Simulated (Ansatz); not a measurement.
**HgTe: band gap under strain**

How does strain move the band edges of HgTe in the zincblende structure, and do the functionals agree on it? States: no strain; -4.0 % biaxial strain in x and y, free along z; -3.0 % biaxial strain in x and y, free along z.

Program: Ansatz 0.2.0. PAW datasets, plane waves. No spin polarisation and no zero-point or thermal motion.

### Step 1. Starting point

The unstrained cell was relaxed with r2SCAN; in each strained cell the atoms were relaxed again with r2SCAN. Names of k-points are those of the unstrained zone, where strain can split equivalent points. First state: no strain.

Space group F-43m (No. 216), cubic; a = 6.578 Å in the conventional setting, 35.58 Å³ an atom. Around Hg lie 4 Te at 2.85 Å; around Te lie 4 Hg at 2.85 Å.

As a file:

```
CELL_PARAMETERS angstrom
0.00000 3.28916 3.28916
3.28916 0.00000 3.28916
3.28916 3.28916 0.00000
ATOMIC_POSITIONS crystal
Hg 0.00000 0.00000 0.00000
Te 0.25000 0.25000 0.25000
```

### Step 2. No strain: PBE

The input, input.yaml:

```yaml
crystal:
  lattice:
    - [0.0, 3.2891578863, 3.2891578863]
    - [3.2891578863, 0.0, 3.2891578863]
    - [3.2891578863, 3.2891578863, 0.0]
  atoms:
    - { symbol: Hg, position: [0.0, 0.0, 0.0] }
    - { symbol: Te, position: [0.25, 0.25, 0.25] }
kpoints:
  mp_grid: { grid: [6, 6, 6] }
  band_path:
    path:
      - [0.0, 0.0, 0.0]
      - [-0.5, -0.5, 0.0]
      - [-0.375, -0.375, 0.25]
      - [-0.375, 0.0, 0.375]
      - [0.0, 0.0, 0.5]
      - [-0.5, -0.25, 0.25]
    npoints: 1
hamiltonian:
  xc: pbe
scf:
  occupations: { method: fermi_dirac, width: 0.02 }
  n_extra_bands: 4
output:
  forces: true
  stress: true
  eigenvalues: true
```

On the command line:

```sh
ansatz run input.yaml --threads 2 --pin off --max-ram 18432MiB --backend cpu --events-out ev --progress --plain --runs-dir out
```

The runs that follow: No strain: r2SCAN; No strain: HSE06; No strain: r2SCAN+SOC; -4.0 % biaxial strain in x and y, free along z: PBE; -4.0 % biaxial strain in x and y, free along z: r2SCAN; -4.0 % biaxial strain in x and y, free along z: HSE06; -4.0 % biaxial strain in x and y, free along z: r2SCAN+SOC; -3.0 % biaxial strain in x and y, free along z: PBE; -3.0 % biaxial strain in x and y, free along z: r2SCAN; -3.0 % biaxial strain in x and y, free along z: HSE06; -3.0 % biaxial strain in x and y, free along z: r2SCAN+SOC.

Before running it: what results should come out?

**Answer**, as computed:

Least gap in eV (negative: overlap), with the change from the unstrained cell in brackets:

```
                                         state  volume change (%)            PBE        r2SCAN         HSE06
                                     no strain               +0.0           0.00          0.00          0.00
-4.0 % biaxial strain in x and y, free along z               -2.9  -0.05 (-0.05)  0.00 (+0.00)  0.00 (+0.00)
-3.0 % biaxial strain in x and y, free along z               -2.2  -0.04 (-0.04)  0.00 (+0.00)  0.00 (+0.00)
```

**Reading.** The HSE06 gap hardly moves: by 0.000 eV at most. PBE and HSE06 differ by 0.00 eV on the unstrained gap, and by at most 0.05 eV on its change. Spin-orbit coupling is left out of the table, though the cell holds Hg (Z = 80); in an element this heavy it can shift bands and gaps by tenths of an eV.
